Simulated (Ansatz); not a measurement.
LiNbO3 (LiNbO3 type): an Ansatz output whose functional has been blanked. The geometry is the r2SCAN minimum.

```cif
data_structure
_symmetry_space_group_name_H-M 'P 1'
_symmetry_Int_Tables_number 1
_cell_length_a 5.4971
_cell_length_b 5.4971
_cell_length_c 5.4971
_cell_angle_alpha 55.716
_cell_angle_beta 55.716
_cell_angle_gamma 55.716
_cell_volume 105.79
loop_
_atom_site_label
_atom_site_type_symbol
_atom_site_fract_x
_atom_site_fract_y
_atom_site_fract_z
_atom_site_occupancy
Li1 Li 0.78217 0.78217 0.78217 1
Li2 Li 0.28217 0.28217 0.28217 1
Nb1 Nb 0.50018 0.50018 0.50018 1
Nb2 Nb 0.00018 0.00018 0.00018 1
O1 O 0.60799 0.21964 0.86202 1
O2 O 0.86202 0.60799 0.21964 1
O3 O 0.10799 0.36202 0.71964 1
O4 O 0.21964 0.86202 0.60799 1
O5 O 0.71964 0.10799 0.36202 1
O6 O 0.36202 0.71964 0.10799 1
```

```
Pseudopotential: Li, paw, valence charge 3, recommended cutoff 420 eV
Pseudopotential: Nb, paw, valence charge 13, recommended cutoff 420 eV
Pseudopotential: O, paw, valence charge 6, recommended cutoff 420 eV
Crystal: 10 atoms, lattice volume = 105.787 Å³
Basis set: ecut = 420 eV, 2079 PW (Γ)
Bands: 40, of which v1, the nominal top of the filled ones, is band 34 counted from 1 (33 counted from 0)
Symmetry: 6 space group operations
Space group: R3c (ITA 161)
k-points: 13 of 64 (time reversal used)
preconditioner: auto → none  [insulator: Δε(μ)=6.310 eV  ℏωp=25.0 eV]
hybrid outer 1: dexx = +5.692e-2 eV, tail = 7.56e-5 eV
hybrid outer 2: dexx = +1.742e-6 eV, tail = 2.47e-8 eV, Δε = 1.90e-3 eV, ΔF = 1.55e-2 eV/Å
hybrid outer 3: dexx = +1.528e-9 eV, tail = 9.10e-10 eV, Δε = 4.46e-5 eV, ΔF = 1.61e-4 eV/Å
hybrid SCF converged: 3 outer / 14 inner (+3 warm-up)
Free energy (F): -12932.523380 eV
Fermi energy:    5.793912 eV
--- Forces (eV/Å), atoms counted from 1 ---
  atom   1  Li      0.00000      0.00000    -0.00967
  atom   2  Li      0.00000      0.00000    -0.00967
  atom   3  Nb      0.00000      0.00000      0.21806
  atom   4  Nb      0.00000      0.00000      0.21806
  atom   5  O     -0.07924      0.28113    -0.06944
  atom   6  O     -0.20385    -0.20919    -0.06944
  atom   7  O       0.20385    -0.20919    -0.06944
  atom   8  O       0.28309    -0.07194    -0.06944
  atom   9  O       0.07924      0.28113    -0.06944
  atom  10  O     -0.28309    -0.07194    -0.06944
--- Stress (GPa, compression-positive) ---
       -3.140250       0.000000       0.000000
        0.000000      -3.140250       0.000000
        0.000000       0.000000      -2.450971
  P = ⅓ Tr σ = -2.9105 GPa (-29.105 kbar)
--- Band table (eV; the first three rows and the last of 13) ---
  k-point 0: bands = […, 5.0255, 5.0255, 5.0906, 5.2069, 5.7939, 5.7939, 11.6587, 11.6587, 12.1524, 13.3261, …]
  k-point 1: bands = […, 4.9942, 5.2453, 5.3019, 5.3439, 5.5665, 5.7027, 11.6879, 11.8201, 12.3096, 13.0487, …]
  k-point 2: bands = […, 5.3030, 5.3030, 5.4810, 5.4810, 5.5687, 5.5687, 11.9437, 11.9437, 12.8697, 12.8697, …]
  k-point 12: bands = […, 5.0754, 5.0754, 5.4611, 5.4611, 5.4611, 5.4611, 12.7992, 12.7992, 13.0150, 13.0150, …]
```

bands.tsv, columns around the gap (it counts bands from 0):
```tsv
# k_distance	band_29	band_30	band_31	band_32	band_33	band_34	band_35	band_36	band_37
# fermi_ev = 5.793912
# [0, 0, 0] at k_distance = 0.000000
# [-0.5, -0.5, -0.5] at k_distance = 0.678790
# [-0.5, -0.2351184956, -0.7648815044] at k_distance = 1.326705
# [-0.2351184956, 0.2351184956, -0.5] at k_distance = 1.864185
# [0, 0, -0.5] at k_distance = 2.439299
# [0, 0.3675592478, -0.3675592478] at k_distance = 2.947760
# [-0.3675592478, 0, -0.6324407522] at k_distance = 3.422952
# [-0.5, 0, -0.5] at k_distance = 3.746909
# [0.135417, 0.135417, 0.135417] at k_distance = 4.697467
# [0, 0.380208, -0.380208] at k_distance = 5.645473
# levels_relative_to = fermi_ev
0.000	-0.768	-0.703	-0.587	0.000	0.000	5.865	5.865	6.359	7.532
0.679	-0.718	-0.333	-0.333	-0.333	-0.333	7.005	7.005	7.221	7.221
1.327	-1.103	-0.619	-0.619	-0.282	-0.282	6.165	6.165	7.098	7.098
1.864	-1.103	-0.619	-0.619	-0.282	-0.282	6.165	6.165	7.098	7.098
2.439	-0.491	-0.313	-0.313	-0.225	-0.225	6.150	6.150	7.076	7.076
2.948	-0.824	-0.763	-0.524	-0.404	-0.123	5.806	6.347	7.031	7.102
3.423	-0.824	-0.763	-0.524	-0.404	-0.123	5.806	6.347	7.031	7.102
3.747	-1.020	-0.725	-0.723	-0.514	-0.235	5.949	6.415	6.940	6.963
4.697	-0.733	-0.733	-0.536	0.009	0.009	6.005	6.005	6.412	7.607
5.645	-0.836	-0.767	-0.553	-0.415	-0.128	5.802	6.361	7.018	7.099
```
In order the rows are Γ, T, H₂, H₀, L, S₀, S₂, F, Γ–T (0.27), S₂–F (0.10).

**Question.** Which functional gave these numbers?
A. r2SCANh
B. PBE0
C. r2SCAN
D. r2SCAN0

**Answer.** B. PBE0. The exchange loop shows exact exchange. PBE0 gives an indirect gap of 5.79 eV, from Γ–T (0.27 of the way from Γ) to S₂–F (0.10 of the way from S₂); the least direct gap is 5.86 eV at Γ. The stress of a hybrid is loosely converged here. Within one family of functionals the choice rests on the size of the gap and stress, not on a line of the log.

Wall time 38 s on 1 × NVIDIA H100 80GB HBM3 with 2 threads of AMD EPYC 7R13 Processor (Zen 3), with other jobs on the host, load about 4.7 per core; peak host memory 2.7 GiB.

No spin polarisation and no zero-point or thermal motion; the cell was built from a prototype and may be hypothetical.

Spin-orbit coupling is left out.

The meshes of the hybrids are coarse, so their gaps aren't converged to the digits shown.
